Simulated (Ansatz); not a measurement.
Here is an Ansatz 0.2.0 calculation.

input.yaml

```yaml
crystal:
  lattice: { a: 4.17180328, b: 4.17180328, c: 4.17180328, alpha: 90.0, beta: 90.0, gamma: 90.0 }
  space_group: 225
  reduce_to_primitive: true
  atoms:
    - { symbol: Ni, wyckoff: "4a", position: [0.0, 0.0, 0.0], spin: 1.0 }
    - { symbol: O, wyckoff: "4b", position: [0.5, 0.0, 0.0] }
hamiltonian:
  xc: pbe
  pseudopotentials: { kind: paw }
  hubbard: { sites: [{ species: Ni, l: d, u_eff: 1.0 }] }
magnetization:
  spin_polarized: true
kpoints:
  mp_grid: { grid: [11, 11, 11] }
scf:
  occupations: { method: fermi_dirac, width: 0.1 }
  n_extra_bands: 6
output:
  forces: true
  stress: true
  eigenvalues: true
  dos: { projected: false, de: 0.05, nscf_kmesh: { grid: [17, 17, 17] } }
  write_density: true
  write_potential: true
  elf: true
  volumetric_format: npy
```

Potentials or basis: Ansatz PAW.

The run is started by

```console
$ ansatz run input.yaml --threads 1 --pin off --max-ram 2560MiB --backend cpu --events-out ev --progress --plain --runs-dir out
```

Task: What does it give for the site moments?

Result: Ni +1.57; O +0.31 μB.

Task: Estimate the pressure.

Result: 9.1 GPa.

Task: What does it give for the density of states at the Fermi level?

Result: 0.16 states/eV per cell.

States per cell in windows of 1 eV (zero at the Fermi level; states under -8 eV left out):
| from (eV) | up | down |
| --- | --- | --- |
| -8.0 | 0.62 | 0.20 |
| -7.0 | 1.07 | 0.67 |
| -6.0 | 0.98 | 0.52 |
| -5.0 | 0.29 | 1.30 |
| -4.0 | 1.08 | 0.32 |
| -3.0 | 2.38 | 0.49 |
| -2.0 | 0.96 | 2.51 |
| -1.0 | 0.58 | 0.02 |
| 0.0 | 0.00 | 0.79 |
| 1.0 | 0.00 | 0.86 |
| 2.0 | 0.02 | 0.35 |
| 3.0 | 0.04 | 0.02 |
| 4.0 | 0.07 | 0.05 |
| 5.0 | 0.15 | 0.11 |
| 6.0 | 0.30 | 0.23 |
| 7.0 | 0.27 | 0.31 |

Caveat: the magnetic or orbital state may not be the lowest; the pressure holds a Pulay correction of +0.7 GPa for the finite cutoff; a cell with one magnetic atom can't hold antiferromagnetic order, which such compounds often take. The state reached can hang on the start; a lower one may exist.

The gap isn't set beside the measured one, since this odd mesh misses points on the zone boundary.
